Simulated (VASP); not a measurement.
**WS2 (Tungstenite) under changes of volume**

One of the cells (18.610 Å³/atom); the others are scaled copies at fixed shape and fractional positions:

```
CELL_PARAMETERS angstrom
3.20106 0.00000 0.00000
-1.60053 2.77220 0.00000
0.00000 0.00000 12.58278
ATOMIC_POSITIONS crystal
W 0.66667 0.33333 0.75000
W 0.33333 0.66667 0.25000
S 0.66667 0.33333 0.37500
S 0.33333 0.66667 0.87500
S 0.66667 0.33333 0.12500
S 0.33333 0.66667 0.62500
```

```yaml
Program: VASP 6.6.1
Functional: PBEsol
Potentials_or_basis: VASP PAW PBE potentials, release 64 (W_sv, S)
Cutoff: 520 eV
k_mesh: 10 × 10 × 3
Occupations: fermi-dirac, width 0.05 eV
Spin: no spin polarisation
```

```tsv
volume (Å³/atom)	energy over the lowest point (meV/atom)	pressure (GPa)	gap on the mesh (eV)	largest force (eV/Å)
17.150	?	?	?	?
17.515	5.81	4.3	1.05	0.623
17.880	0.00	0.7	1.07	0.230
18.610	11.27	-5.5	1.11	0.469
18.975	26.80	-8.2	1.12	0.781
19.340	48.02	-10.5	1.14	1.069
```

Question: What does the run at 17.150 Å³/atom give?

Answer: Energy over the lowest point 20.44 meV/atom; pressure 8.4 GPa; gap on the mesh 1.02 eV; largest force 1.048 eV/Å.

Worked out: A Birch-Murnaghan fit of order 3 (a polynomial in V^(-2/3)) to the other rows has its minimum at 17.96 Å³/atom with B0 = V·E''(V) = 166 GPa and B' = 4.4 at fixed shape and positions, which overstates the stiffness. It gives 20.44 meV/atom at 17.150 Å³/atom, against the run's 20.44, and -dE/dV = 8.5 GPa, against 8.4. A straight line through the other rows of the gap, of slope 0.897 eV per unit of ln V, extrapolates to 1.03 eV, against the run's 1.02.

Energies are extrapolated to zero smearing.

Caveats: the PAW data sets were made with another functional, which shifts forces and pressure a little; spin-orbit coupling is left out, which moves the levels of the heavy elements; an odd mesh through Γ misses points on the zone boundary, where band edges often lie; this functional lacks dispersion, which binds the layers, so the pressure and a relaxed spacing across them are unreliable.
